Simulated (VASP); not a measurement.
Here is a VASP 6.6.1 calculation.

The input INCAR:

```
  PREC = Accurate
  ENCUT = 600
  EDIFF = 1E-7
  ISMEAR = 0
  SIGMA = 0.03
  LREAL = F
  LASPH = T
  NELM = 80
  ALGO = Normal
  ISIF = 4
  LWAVE = F
  LCHARG = F
  METAGGA = R2SCAN
  LMIXTAU = T
  IBRION = 2
  NSW = 40
  EDIFFG = -0.01
```

Contents of KPOINTS:

```
regular mesh
0
Gamma
  9 9 5
```

File POSCAR:

```
ZnS                                     
1.0
    3.8319994854      0.0000000000      0.0000000000
   -1.9159997427      3.3186089016      0.0000000000
    0.0000000000      0.0000000000      6.2869794525
  Zn              S             
     2     2
Direct
     0.3333333332999970    0.6666666667000030    0.0053560640321209
     0.6666666667000030    0.3333333332999970    0.5053560640321209
     0.3333333332999970    0.6666666667000030    0.3796439359678772
     0.6666666667000030    0.3333333332999970    0.8796439359678772
```

Potentials or basis: VASP PAW PBE potentials, release 64 (Zn, S).

The run is started by

```bash
$ cat potpaw_PBE.64/Zn/POTCAR potpaw_PBE.64/S/POTCAR > POTCAR
$ mpirun -np 1 vasp_std > vasp.out
```

Question: Predict the energy gained by relaxing.

Answer: 0.0 meV/atom.

Question: Estimate the band gap on the k mesh.

Answer: 2.69 eV, direct.

Final structure:
```cif
data_structure
_symmetry_space_group_name_H-M 'P 1'
_symmetry_Int_Tables_number 1
_cell_length_a 3.8320
_cell_length_b 3.8320
_cell_length_c 6.2869
_cell_angle_alpha 90.000
_cell_angle_beta 90.000
_cell_angle_gamma 120.000
_cell_volume 79.95
loop_
_atom_site_label
_atom_site_type_symbol
_atom_site_fract_x
_atom_site_fract_y
_atom_site_fract_z
_atom_site_occupancy
Zn1 Zn 0.33333 0.66667 0.00525 1
Zn2 Zn 0.66667 0.33333 0.50525 1
S1 S 0.33333 0.66667 0.37975 1
S2 S 0.66667 0.33333 0.87975 1
```
